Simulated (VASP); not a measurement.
Set up this calculation in VASP 6.6.1, as the native input.

```yaml
Task: relaxation of cell and atoms
Functional: PBEsol
Potentials_or_basis: VASP PAW PBE potentials, release 64 (Se)
Cutoff: 520 eV
k_mesh: 21 × 21 × 21
Occupations: gaussian, width 0.1 eV
Spin: no spin polarisation
Target_pressure: 125 GPa
Further_INCAR_settings: ALGO = Normal; EDIFF = 1e-07; IBRION = 2; EDIFFG = -0.15; NSW = 80; ISIF = 3
Target_pressure: 125 GPa
```

The structure of Se lies in POSCAR:

```
Se                                      
1.0
    1.9567766807      1.1297455455      0.8951218328
   -1.9567766807      1.1297455455      0.8951218328
   -0.0000000000     -2.2594910910      0.8951218328
  Se            
     1
Direct
     0.0000000000000000    0.0000000000000000    0.0000000000000000
```

This isn't the form of Se at room conditions, which is trigonal, of chains.

These files were run (other wordings do the same):

INCAR

```
SYSTEM = Se
  ALGO = Normal
  EDIFF = 1E-7
  EDIFFG = -0.15
  ENCUT = 520
  GGA = PS
  IBRION = 2
  ISIF = 3
  ISMEAR = 0
  LASPH = .True.
  LCHARG = .False.
  LREAL = .False.
  LWAVE = .False.
  NELM = 100
  NSW = 80
  PREC = Accurate
  PSTRESS = 1250.0
  SIGMA = 0.1
```

KPOINTS

```
k-points
0
Gamma
  21 21 21
  0 0 0
```

Potentials or basis: VASP PAW PBE potentials, release 64 (Se).

Command:

```bash
$ cat potpaw_PBE.64/Se/POTCAR > POTCAR
$ mpirun -np 1 vasp_std > vasp.out
```

Results of the run:

- Pressure after relaxing: 124.9 GPa
- Band gap on the k mesh: none (metal or under the smearing width)

Caveat: the relaxation stopped at its first step, so nothing moved; the cell is relaxed towards a set pressure, so the enthalpy falls and the energy may rise; the PAW data sets were made with another functional, which shifts forces and pressure a little.

Run time: 18 s on 1 thread of Intel(R) Xeon(R) 6975P-C (Granite Rapids), on a shared host, peak memory 0.18 GiB.
